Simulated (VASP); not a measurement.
# Zn (Fm-3m) in VASP: notebook, part 2 of 2

VASP 6.6.1. Earlier steps stand in the parts before.

## 4. Band structure, PBEsol

POSCAR reads:

```
Zn
1.0
    0.0000000000      1.9647760000      1.9647760000
    1.9647760000      0.0000000000      1.9647760000
    1.9647760000      1.9647760000      0.0000000000
Zn
1
Direct
    0.0000000000      0.0000000000      0.0000000000
```

INCAR.step1 reads:

```
  ALGO = Fast
  EDIFF = 1E-6
  ENCUT = 520
  GGA = PS
  ISIF = 2
  ISMEAR = -1
  LASPH = True
  LCHARG = True
  LREAL = False
  LWAVE = False
  NELM = 100
  PREC = Accurate
  SIGMA = 0.05
```

KPOINTS.step1 reads:

```
k-points
0
Gamma
  12 12 12
```

INCAR.step2 reads:

```
  ALGO = Fast
  EDIFF = 1E-6
  ENCUT = 520
  GGA = PS
  ICHARG = 11
  ISIF = 2
  ISMEAR = 0
  LASPH = True
  LCHARG = False
  LREAL = False
  LWAVE = False
  NELM = 100
  PREC = Accurate
  SIGMA = 0.05
```

KPOINTS.step2 reads:

```
path GXWKGLUWLK,UX
15
line-mode
reciprocal
 0.0000000000  0.0000000000  0.0000000000  G
 0.5000000000  0.0000000000  0.5000000000  X

 0.5000000000  0.0000000000  0.5000000000  X
 0.5000000000  0.2500000000  0.7500000000  W

 0.5000000000  0.2500000000  0.7500000000  W
 0.3750000000  0.3750000000  0.7500000000  K

 0.3750000000  0.3750000000  0.7500000000  K
 0.0000000000  0.0000000000  0.0000000000  G

 0.0000000000  0.0000000000  0.0000000000  G
 0.5000000000  0.5000000000  0.5000000000  L

 0.5000000000  0.5000000000  0.5000000000  L
 0.6250000000  0.2500000000  0.6250000000  U

 0.6250000000  0.2500000000  0.6250000000  U
 0.5000000000  0.2500000000  0.7500000000  W

 0.5000000000  0.2500000000  0.7500000000  W
 0.5000000000  0.5000000000  0.5000000000  L

 0.5000000000  0.5000000000  0.5000000000  L
 0.3750000000  0.3750000000  0.7500000000  K

 0.6250000000  0.2500000000  0.6250000000  U
 0.5000000000  0.0000000000  0.5000000000  X
```

Potentials or basis: VASP PAW PBE potentials, release 64 (Zn).

Launch:

```sh
$ cat potpaw_PBE.64/Zn/POTCAR > POTCAR
$ cp INCAR.step1 INCAR
$ cp KPOINTS.step1 KPOINTS
$ mpirun -np 1 vasp_std > vasp.out
$ cp INCAR.step2 INCAR
$ cp KPOINTS.step2 KPOINTS
$ mpirun -np 1 vasp_std > vasp.out
```

OUTCAR:

```text
EDIFF = 1E-6
   ENCUT = 520
   GGA = PS
   ICHARG = 11
   ISIF = 2
   ISMEAR = 0
   LASPH = True
   LREAL = False
   NELM = 100
   PREC = Accurate

 ion  position               nearest neighbor table
   1  0.000  0.000  0.000-

  LATTYP: Found a face centered cubic cell.
 ALAT       =     3.9295520000

  Lattice vectors:

 A1 = (   0.0000000000,   1.9647760000,   1.9647760000)
[... 486 lines left out ...]
      8       7.9188      0.00000
      9       8.6167      0.00000
     10      19.6717      0.00000

 [... further k-points ...]

------------------------ aborting loop because EDIFF is reached ----------------------------------------

  FORCE on cell =-STRESS in cart. coord.  units (eV):
  Direction    XX          YY          ZZ          XY          YZ          ZX
  --------------------------------------------------------------------------------------
  -------------------------------------------------------------------------------------
  Total       -0.5298173     -0.5298173     -0.5298173      0.0000000     -0.0000000     -0.0000000
  in kB      -55.9586941    -55.9586941    -55.9586941      0.0000000     -0.0000000     -0.0000000
  external PRESSURE =     -55.9586941 kB  Pullay stress =       0.0000000 kB

 VOLUME and BASIS-vectors are now :
 -----------------------------------------------------------------------------
  energy-cutoff  :      520.00
  volume of cell :       15.17
      direct lattice vectors                 reciprocal lattice vectors
     0.000000000  1.964776000  1.964776000    -0.254481936  0.254481936  0.254481936
     1.964776000  0.000000000  1.964776000     0.254481936 -0.254481936  0.254481936
     1.964776000  1.964776000  0.000000000     0.254481936  0.254481936 -0.254481936

 POSITION                                       TOTAL-FORCE (eV/Angst)
 -----------------------------------------------------------------------------------
      0.00000      0.00000      0.00000         0.000000     -0.000000     -0.000000
 -----------------------------------------------------------------------------------
    total drift:                               -0.000000     -0.000000      0.000000

  FREE ENERGIE OF THE ION-ELECTRON SYSTEM (eV)
  ---------------------------------------------------
  free  energy   TOTEN  =         1.1371303315 eV

  energy  without entropy=        1.1393928939  energy(sigma->0) =        1.13826161
```

OSZICAR.step1:

```text
N       E                     dE             d eps       ncg     rms          rms(c)
DAV:   1     0.345181807556E+02    0.34518E+02   -0.69501E+03  1440   0.193E+03
DAV:   2    -0.100249563394E+01   -0.35521E+02   -0.34143E+02  1494   0.207E+02
DAV:   3    -0.167475641735E+01   -0.67226E+00   -0.67091E+00  1686   0.316E+01
DAV:   4    -0.167625303207E+01   -0.14966E-02   -0.14965E-02  1554   0.149E+00
DAV:   5    -0.167625442005E+01   -0.13880E-05   -0.13877E-05  1544   0.417E-02    0.289E+00
RMM:   6    -0.154613497365E+01    0.13012E+00   -0.46743E-01  1675   0.109E+01    0.222E+00
RMM:   7    -0.154038611200E+01    0.57489E-02   -0.15180E-02  1751   0.232E+00    0.108E+00
RMM:   8    -0.153707747883E+01    0.33086E-02   -0.26927E-03  1620   0.551E-01    0.733E-02
RMM:   9    -0.153704222398E+01    0.35255E-04   -0.78165E-04  1778   0.533E-01    0.678E-02
RMM:  10    -0.153702609630E+01    0.16128E-04   -0.77489E-05  1741   0.123E-01    0.621E-03
RMM:  11    -0.153702665775E+01   -0.56144E-06   -0.52540E-06  1492   0.321E-02
   1 F= -.15370267E+01 E0= -.15353495E+01  d E =-.335431E-02
```

Wall time 18 s (1 thread of Intel Xeon Platinum 8259CL at 2.50GHz (Skylake/Cascade Lake), shared host); peak memory 0.14 GiB.

Results:

```
Band gap along the path : none (metal or under the smearing width)
```

Levels at the corners of the path, in eV from the Fermi level:
```tsv
point	band 3	band 4	band 5	band 6	band 7	band 8	band 9	band 10
Γ	-7.53	-7.53	-7.15	-7.15	18.30	18.30	18.30	18.97
X	-6.88	-6.79	-6.79	-0.95	1.78	8.46	8.46	12.14
X	-6.88	-6.79	-6.79	-0.95	1.78	8.46	8.46	12.14
W	-7.63	-7.13	-6.79	2.29	2.29	3.15	4.09	21.77
W	-7.63	-7.13	-6.79	2.29	2.29	3.15	4.09	21.65
K	-7.23	-7.06	-6.89	0.80	1.61	2.70	9.99	13.52
K	-7.23	-7.06	-6.89	0.80	1.61	2.70	9.99	13.52
Γ	-7.53	-7.53	-7.15	-7.15	18.30	18.30	18.30	18.97
Γ	-7.53	-7.53	-7.15	-7.15	18.30	18.30	18.30	18.97
L	-7.54	-6.87	-6.87	-2.86	-1.33	15.28	15.28	17.50
L	-7.54	-6.87	-6.87	-2.86	-1.33	15.28	15.28	17.50
U	-7.23	-7.06	-6.89	0.80	1.61	2.70	9.99	13.52
U	-7.23	-7.06	-6.89	0.80	1.61	2.70	9.99	13.52
W	-7.63	-7.13	-6.79	2.29	2.29	3.15	4.09	21.65
W	-7.63	-7.13	-6.79	2.29	2.29	3.15	4.09	21.78
L	-7.54	-6.87	-6.87	-2.86	-1.33	15.28	15.28	17.50
L	-7.54	-6.87	-6.87	-2.86	-1.33	15.28	15.28	17.50
K	-7.23	-7.06	-6.89	0.80	1.61	2.70	9.99	13.52
U	-7.23	-7.06	-6.89	0.80	1.61	2.70	9.99	13.52
X	-6.88	-6.79	-6.79	-0.95	1.78	8.46	8.46	12.14
```

Caveat: the log is that of the step along the path at fixed density, whose energy, stress, charges and moments have no meaning; the PAW data sets were made with another functional, which shifts forces and pressure a little.
